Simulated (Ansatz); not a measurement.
## WC: relaxation of cell and atoms with BLYP+D3(BJ)

Crystal: WC.

```xyz
2
Lattice="0.0000 2.1927 2.1927 2.1927 0.0000 2.1927 2.1927 2.1927 0.0000" Properties=species:S:1:pos:R:3 pbc="T T T"
W     0.0000    0.0000    0.0000
C     2.1927    2.1927    2.1927
```

Measurements of this composition are mostly on another form, of space group No. 187.

* Program: Ansatz 0.2.0
* Task: relaxation of cell and atoms
* Functional: BLYP
* Dispersion: D3(BJ)
* Potentials or basis: Ansatz PAW
* Cutoff: 420 eV (not typed: the program's choice for these potentials)
* k mesh: 10 × 10 × 10
* Occupations: fermi-dirac, width 0.05 eV
* Spin: no spin polarisation

The relaxed volume is 10.38 Å³/atom. The relaxed cell is a = 3.085 Å, b = 3.085 Å, c = 3.085 Å, α = 60.00°, β = 60.00°, γ = 60.00°, the space group after relaxing (to 0.05 Å) is Fm-3m (No. 225) and the energy gained by relaxing is 2.7 meV/atom. The ionic steps are 5, the pressure after relaxing is 0.0 GPa and the band gap on the k mesh is none (metal or under the smearing width).

The path:
```tsv
step	energy change (eV)	largest force (eV/Å)	volume (Å³)
1	0.0000	0.0000	21.08
2	-0.0054	0.0000	20.64
3	-0.0061	0.0000	20.77
4	-0.0061	0.0000	20.77
5	-0.0054	0.0000	20.77
```

Final structure:
```
W C
1.0
     0.00000    2.18172    2.18172
     2.18172    0.00000    2.18172
     2.18172    2.18172    0.00000
W C
1 1
Direct
  0.00000 0.00000 0.00000
  0.50000 0.50000 0.50000
```

Levels at points of the mesh, in eV from the Fermi level:
```tsv
k point	band 6	band 7	band 8	band 9	band 10	band 11	band 12	band 13
(0.00, 0.00, 0.00)	-2.80	-2.80	-2.80	-1.15	-1.15	-1.15	-0.99	-0.99
(0.00, 0.00, -0.50)	-9.77	-6.69	-6.69	0.97	0.97	2.29	5.33	8.74
(0.00, -0.50, -0.50)	-5.74	-5.46	-2.52	-2.52	0.82	2.20	2.20	5.55
```

Wall time 4.3 s on 2 threads of Arm Neoverse V1, with other jobs on the host, peak memory 0.3 GiB.

Caveat: the plane-wave basis is chosen anew once the cell has moved, so the energies of steps on either side of that aren't comparable; the pressure holds a Pulay correction of +0.4 GPa for the finite cutoff; pairwise dispersion overbinds metals, which lowers pressure and volume; the PAW data sets come from PBE, with cores solved anew for the run's functional, which leaves a small shift of forces and pressure. The run has no spin-orbit coupling, so splittings on W are missing.
